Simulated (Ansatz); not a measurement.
Write the native input for Ansatz 0.2.0 that does the following.

```
Task                : single point
Functional          : PBE
Potentials or basis : Ansatz PAW
Cutoff              : 420 eV (not typed: the program's choice for these potentials)
k mesh              : 13 × 13 × 8
Occupations         : gaussian, width 0.027 eV
Spin                : no spin polarisation
```

Crystal: C.

```
C
1.0
     2.12732   -1.22828    0.00000
     2.12732    1.22828    0.00000
    -1.37907    0.00000    3.50283
C
2
Direct
  0.16664 0.16664 0.99991
  0.83336 0.83336 0.00009
```

This is a stacking variant of graphite.

These files were run (other wordings do the same):

input.yaml

```yaml
crystal:
  lattice:
    - [2.1273203072, -1.22828244, 0.0]
    - [2.1273203072, 1.22828244, 0.0]
    - [-1.3790696309, 0.0, 3.5028300786]
  atoms:
    - { symbol: C, position: [0.16664447, 0.16664447, 0.99990696] }
    - { symbol: C, position: [0.83335553, 0.83335553, 9.304e-05] }
hamiltonian:
  xc: pbe
  pseudopotentials: { kind: paw }
kpoints:
  mp_grid: { grid: [13, 13, 8] }
scf:
  occupations: { method: gaussian, width: 0.027 }
output:
  forces: true
  stress: true
  eigenvalues: true
```

Potentials or basis: Ansatz PAW.

Launch:

```console
$ ansatz run input.yaml --threads 2 --pin off --max-ram 5632MiB --backend cpu --events-out ev --progress --plain --runs-dir out
```

Results of the run:

```
Pressure               : 3.8 GPa
Largest force          : 0.004 eV/Å
Band gap on the k mesh : 0.93 eV, indirect (least direct gap 0.94 eV)
```

Caveat: odd divisions of the mesh miss points on the zone boundary, where band edges often lie, so the gap on the mesh can be too wide; the pressure holds a Pulay correction of +0.5 GPa for the finite cutoff; this functional lacks dispersion, which binds the layers, so the pressure and a relaxed spacing across them are unreliable.

Wall time 3.9 s on 2 threads of Intel(R) Xeon(R) Processor @ 2.50GHz (Skylake/Cascade Lake), with other jobs on the host, peak memory 0.35 GiB.
